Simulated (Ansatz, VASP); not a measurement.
# Cross-check of InSe between VASP and Ansatz

One calculation is typed for both programs; each brings its own data sets. How far apart do they land? The cell is taken from a series of runs on this material, whose earlier steps may have relaxed, scaled, displaced or heated it; both programs get it as it stands.

Main program and level: Ansatz 0.2.0; plane waves, with VASP 6.6.1 beside it; G0W0 gap at PBEsol.

### 1. Starting point

The cell holds 8 atoms: 4 In and 4 Se. Its edges and angles: a = 3.957 Å, b = 3.957 Å, c = 50.100 Å, α = 90.0°, β = 90.0°, γ = 120.0°. It derives from In1Se1. Vacuum lies along c.

### 2. Ansatz: G0W0 gap, PBEsol

Ansatz runs on its PAW soft_1 files.

Quasiparticle shifts depend on high empty states and on the cores, so they are the hardest test of two PAW sets.

input.yaml reads:

```yaml
crystal:
  lattice:
    - [3.9571660273, 0.0, 0.0]
    - [-1.9785830136, 3.4270063066, 0.0]
    - [0.0, 0.0, 50.1]
  atoms:
    - { symbol: In, position: [0.3333333333, 0.6666666667, 0.4467282312] }
    - { symbol: In, position: [0.3333333333, 0.6666666667, 0.3917902105] }
    - { symbol: Se, position: [0.6666666667, 0.3333333333, 0.4725205434] }
    - { symbol: Se, position: [0.6666666667, 0.3333333333, 0.3659201593] }
    - { symbol: In, position: [0.0, 0.0, 0.6082083365] }
    - { symbol: In, position: [0.0, 0.0, 0.5532742496] }
    - { symbol: Se, position: [0.3333333333, 0.6666666667, 0.6340798407] }
    - { symbol: Se, position: [0.3333333333, 0.6666666667, 0.5275149066] }
  periodic: [true, true, false]
kpoints:
  mp_grid: { grid: [6, 6, 1] }
hamiltonian:
  xc: pbesol
  pseudopotentials: { kind: paw, azcp: { folder: soft_1 }, xc_functional: pbe }
scf:
  occupations: { method: fixed }
gw:
  n_empty_bands: 450
  ecut_chi: 44
  qp_bands: [v2, c2]
  qp_kpoints: band_edges
  screening: { model: contour_deformation }
```

Command:

```sh
$ ansatz run input.yaml --threads 2 --pin off --max-ram 92160MiB --backend cuda --events-out ev --progress --plain --runs-dir out --devices 1 --max-vram 13GiB
```

Numbers of over 12 decimals in the logs are rounded to 6 here.

The log of the run:

```text
GPUs: using 1 of 1 available (devices: 1).
Engine: ansatz 0.2.0, x86_64-unknown-linux-gnu
Pseudopotentials: kind: paw
Pseudopotential: In, paw, valence charge 13, recommended cutoff 420 eV (normal), soft_1/In.paw.azcp
Pseudopotential: Se, paw, valence charge 16, recommended cutoff 420 eV (normal), soft_1/Se.paw.azcp
Functional definition: PBEsol
  exchange = pbesol_x
  correlation = pbesol_c
device memory: the entry about to start is reckoned to put 4.0 GiB on a device that reports 44.1 GiB free (of which the cap on the GPU budget leaves the run 13.0 GiB)
GPU FFT provider: cuFFT
GPU libraries: cuBLAS 13.8.2, cuFFT 12.4.0, cuSOLVER 12.3.4
Crystal: 8 atoms, lattice volume = 679.418 Å³
Basis set: ecut = 420 eV, 13463 PW (Γ)
Bands: 70, of which v1, the nominal top of the filled ones, is band 58 counted from 1 (57 counted from 0)
Symmetry: 6 space group operations
Space group: P3m1 (ITA 156), of the structure as read, at distance tolerance 8.8e-5 Å
k-points: 7 of 36 (time reversal used)
Non-local potential: In, projectors of the file, l = 0: 2, l = 1: 2, l = 2: 2, l = 3: 1
Non-local potential: Se, projectors of the file, l = 0: 2, l = 1: 2, l = 2: 3, l = 3: 1
PAW form: soft (Blöchl's): semilocal exchange-correlation on the pseudo side does not see the compensation charge
PAW frozen core: In, regenerated for the run's functional, and the local potential with it (the file was generated under x = pbe(κ = 0.804, μ = 0.219515), c = pbe(β = 0.066725))
PAW frozen core: Se, regenerated for the run's functional, and the local potential with it (the file was generated under x = pbe(κ = 0.804, μ = 0.219515), c = pbe(β = 0.066725))
PAW one-centre angular grid: In, 590 points (default); XC on 64 Gauss nodes
PAW one-centre angular grid: Se, 590 points (default); XC on 64 Gauss nodes
Initial density: superposition of atomic densities (neutral atoms: chi_scale 0, normalization atom)
Initial wavefunctions: pseudopotential atomic-orbital guess
GPU buffer pool allocated for 262440 grid points (all kernels)
GPU transforms: local potential and band sums: pruned to the plane-wave sphere, on 25×27×360
Functional: x = pbesol(κ = 0.804, μ = 0.123457), c = pbesol(β = 0.046)
iter 1 solved again at ethr=2.93e-3 eV; its pass at ethr=3.10e-3 eV (dr2=3.40e0 eV) is discarded
SCF iter   1: F=—  HF=-43803.416230 eV  |F-HF|=—  |Δ(HF+E_count)|=         —  Δρ=1.68e-2  dr2=3.41e0  ethr=2.93e-3  ⟨swp⟩=1.0  Hψ=2381  notcnv=0  defer=55
preconditioner: auto → Resta (q_TF=auto, 2.032 Å⁻¹)  ε∞=1.8  [insulator: Δε(μ)=1.318 eV  Ē_g=13.724 eV  n_scr=110 (ndim 8)  ℏωp=12.4 eV  f_vac=0.661  ε∞_Penn≈1.8  vacuum switching on, ρ_ref=1.4e-2 e/Å³]
SCF iter   2: F=—  HF=-43802.642527 eV  |F-HF|=—  |Δ(HF+E_count)|=   7.74e-1  Δρ=8.49e-3  dr2=8.76e-1  ethr=2.93e-3  ⟨swp⟩=4.4  Hψ=866  notcnv=0  defer=69
SCF iter   3: F=—  HF=-43802.528334 eV  |F-HF|=—  |Δ(HF+E_count)|=   1.14e-1  Δρ=4.57e-3  dr2=2.27e-1  ethr=7.55e-4  ⟨swp⟩=4.0  Hψ=944  notcnv=0  defer=70
SCF iter   4: F=—  HF=-43802.498946 eV  |F-HF|=—  |Δ(HF+E_count)|=   2.94e-2  Δρ=1.37e-3  dr2=2.17e-2  ethr=1.95e-4  ⟨swp⟩=3.7  Hψ=709  notcnv=0  defer=70
SCF iter   5: F=—  HF=-43802.505102 eV  |F-HF|=—  |Δ(HF+E_count)|=   6.16e-3  Δρ=8.05e-4  dr2=6.73e-2  ethr=1.87e-5  ⟨swp⟩=4.9  Hψ=802  notcnv=0  defer=70
SCF iter   6: F=—  HF=-43802.498567 eV  |F-HF|=—  |Δ(HF+E_count)|=   6.53e-3  Δρ=2.00e-4  dr2=7.66e-4  ethr=1.87e-5  ⟨swp⟩=3.6  Hψ=638  notcnv=0  defer=70
SCF iter   7: F=—  HF=-43802.499010 eV  |F-HF|=—  |Δ(HF+E_count)|=   4.43e-4  Δρ=1.80e-4  dr2=3.73e-3  ethr=6.60e-7  ⟨swp⟩=3.4  Hψ=999  notcnv=0  defer=70
SCF iter   8: F=—  HF=-43802.498695 eV  |F-HF|=—  |Δ(HF+E_count)|=   3.16e-4  Δρ=6.36e-5  dr2=2.52e-5  ethr=6.60e-7  ⟨swp⟩=2.6  Hψ=548  notcnv=0  defer=70
SCF iter   9: F=—  HF=-43802.498710 eV  |F-HF|=—  |Δ(HF+E_count)|=   1.58e-5  Δρ=2.69e-5  dr2=6.21e-6  ethr=2.17e-8  ⟨swp⟩=3.0  Hψ=977  notcnv=0  defer=70
SCF iter  10: F=—  HF=-43802.498710 eV  |F-HF|=—  |Δ(HF+E_count)|=   3.87e-7  Δρ=6.56e-6  dr2=4.72e-7  ethr=5.35e-9  ⟨swp⟩=2.7  Hψ=835  notcnv=0  defer=70
SCF iter  11: F=-43802.498710 eV  HF=-43802.498710 eV  |F-HF|=4.91e-8  |Δ(HF+E_count)|=   1.98e-8  Δρ=2.11e-6  dr2=6.65e-8  ethr=8.62e-11  ⟨swp⟩=22.0  Hψ=3188  notcnv=0
SCF 1 converged in 11 iterations: F = -43802.498710 eV  dr2 = 6.65e-8
  greatest PAW one-centre occupation: 1.000 electrons in one spin orbital (limit 2), on the Se atom at site 7 (counted from 0), in its partial waves of l = 2
device memory: the entry about to start is reckoned to put 4.5 GiB (of the 4.7 GiB reckoned in all, the device holds 0.2 GiB already) on a device that reports 39.8 GiB free (of which the cap on the GPU budget leaves the run 12.9 GiB)
NSCF: frozen V_eff on 7 k-points
the band table was solved once the SCF had ended and its energy, with any forces and stress, was formed, with the checks that follow a solve (2493 applications of the Hamiltonian). They found nothing against the state; the energy, forces and stress were not computed again (output.eigenvalues in the input reference)
device memory: the entry about to start is reckoned to put 6.7 GiB on a device that reports 39.8 GiB free (of which the cap on the GPU budget leaves the run 13.0 GiB)
NSCF: frozen V_eff on 7 k-points
G₀W₀ screening: q 1/7
[... further progress lines ...]
SCF converged after 11 iterations
Free energy (F): -43802.498710 eV
Harris-Foulkes:  -43802.498710 eV  (|F-HF|=4.91e-8)
Internal energy: -43802.498710 eV  (E = F + TS)
E sigma→0 (E₀):  -43802.498710 eV
Fermi energy:    -5.643002 eV
--- Per-component energies (eV) ---
  E_band       = -3277.567592
  E_kinetic    = 1320.146641
  E_local      = -662065.190607  (includes V_loc(G=0)·N_el)
  E_nonlocal   = -96.648790
  E_hartree    = 330075.580440
  E_xc         = -904.812434
  E_vxc        = -719.485548  (∫ρ·V_xc dr)
  E_paw        = -24898.022898  (= ΣΔE_a)
  E_vpaw       = -1867.574831  (= ΣTr[D̂ρ^β])
  E_aug_tail   = -0.000910  (compensation charges beyond the density's cutoff)
  E_ewald      = 312761.472427
  E_core_change = 4.977421  (= ΣΔE_core)
  E_smearing   = -0.000000  (= −TS)
  E_closure    = -0.000000  (closes the sum)
  Σ components = -43802.498710   (vs F -43802.498710, Δ=0.00e0)
--- Band table (eV; the first three rows and the last of 7) ---
  k-point 0: bands = [... 54 lower, -6.3408, -6.2690, -6.2690, -5.6995, -4.4682, -3.6735, -3.0620, -2.9439, ... 8 higher]
  k-point 1: bands = [... 54 lower, -6.6505, -6.5259, -6.2197, -5.6430, -3.3847, -3.1227, -2.4537, -2.3440, ... 8 higher]
  k-point 2: bands = [... 54 lower, -7.1688, -6.9996, -6.4937, -6.2923, -3.7211, -3.4769, -3.2799, -3.0241, ... 8 higher]
  k-point 6: bands = [... 54 lower, -7.4943, -7.3386, -7.1525, -6.9216, -3.6496, -3.5264, -2.7707, -2.7267, ... 8 higher]
  ° read free of the cell's end (the report's vacuum.weakly_bound_levels)
--- G₀W₀: contour deformation, 7 samples at zero and on the imaginary axis and 2 off it, 36 q-points, 450 empty bands' worth ---
  eigenvalues of the whole cell's RPA ε∞ on this k-mesh (on a slab, of 1 + 4πα/V) = 1.2843, 3.5751, 3.5751; static W/v taken at q = 0 is 0.418668
  bands read: the sum over 508 bands ends inside a degenerate multiplet in 1 slot, whose members it reads at an even weight; the widest, k=0: bands 508 to 509 (counted from 1) at 1/2 each
  gw.qp_kpoints: band_edges: 6 of 7 stored k-points solved, in 1 pass; an edge of the gap read off the rows below is read off those points alone
    valence top: of the k-points left out ik 5 came nearest to being solved in a further pass, in band 58 (counted from 1, as in the quasiparticle table): it holds the edge there only if its correction is more favourable than any solved in that band by at least 0.961 eV; those differ by 0.168 eV
    conduction bottom: of the k-points left out ik 5 came nearest to being solved in a further pass, in band 59 (counted from 1, as in the quasiparticle table): it holds the edge there only if its correction is more favourable than any solved in that band by at least 0.832 eV; those differ by 0.441 eV
    ik  band        ε_KS         Σx   Σc(E_QP)       V_xc       Z   E_QP_lin       E_QP  E_QP is
     0    57     -6.2690   -18.1503     1.9738   -15.9966  0.7534    -6.4497    -6.4490  root
     0    58     -5.6995   -15.3413     1.1961   -14.0072  0.7576    -5.8379    -5.8375  root
     0    59     -4.4682   -10.4270    -2.7234   -13.8499  0.7800    -3.7603    -3.7688  root
     0    60     -3.6735   -10.3962    -2.8683   -14.0671  0.7692    -2.8694    -2.8708  root
     1    57     -6.2197   -15.6835     1.6209   -13.7715  0.7486    -6.5133    -6.5108  root
     1    58     -5.6430   -16.2452     1.4341   -14.6343  0.7575    -5.8203    -5.8198  root
     1    59     -3.3847   -10.8425    -3.0350   -14.7280  0.7693    -2.5169    -2.5343  root
     1    60     -3.1227   -10.6396    -3.1578   -14.6673  0.7641    -2.2259    -2.2529  root
     2    57     -6.4937   -15.6632     1.6148   -13.7669  0.7489    -6.7774    -6.7753  root
     2    58     -6.2923   -15.6810     1.5220   -13.9060  0.7532    -6.5469    -6.5454  root
     2    59     -3.7211    -7.5707    -3.1987   -11.3308  0.7814    -3.1531    -3.1597  root
     2    60     -3.4769    -9.2244    -3.1862   -13.1618  0.7730    -2.7117    -2.7258  root
     3    57     -7.0241   -15.2429     1.7015   -13.2173  0.7449    -7.3516    -7.3483  root
     3    58     -6.8876   -15.0813     1.5928   -13.1823  0.7486    -7.1960    -7.1938  root
     3    59     -3.9818    -8.4926    -3.0517   -12.1331  0.7800    -3.3861    -3.3930  root
     3    60     -3.8864    -8.9709    -3.0452   -12.6743  0.7776    -3.2192    -3.2282  root
     4    57     -6.1911   -15.8659     1.5803   -14.0214  0.7517    -6.4569    -6.4553  root
     4    58     -6.0237   -16.2727     1.5762   -14.4744  0.7543    -6.2469    -6.2458  root
     4    59     -2.9138   -10.5782    -3.3118   -14.7995  0.7632    -1.9830    -2.0042  root
     4    60     -2.7437    -9.7875    -3.3720   -13.9916  0.7619    -1.8928    -1.9116  root
     6    57     -7.1525   -14.9600     1.5886   -13.0416  0.7509    -7.4853    -7.4822  root
     6    58     -6.9216   -15.6736     1.7089   -13.6748  0.7503    -7.2134    -7.2115  root
     6    59     -3.6496    -7.3079    -3.0891   -10.8652  0.7776    -3.1766    -3.1813  root
     6    60     -3.5264    -7.3022    -3.0909   -10.8508  0.7760    -3.0641    -3.0688  root
```

The column dr2 measures how far the density is from self-consistency, as an energy; F and HF (Harris–Foulkes) agree once it is small.

[end of part 1 of 2]

[Lines on the potential files, build, host, timing and source positions are cut from VASP's logs without a mark.]

[Logs are printed without paths, hosts, clocks, repeated set-up lines and the standing remarks that a program may print on its own settings, such as how far it seeks lower states.]

[Hosts, paths, dates, database ids (printed as entryN), source tags and the programs' standing remarks are cut or masked in the printed files.]
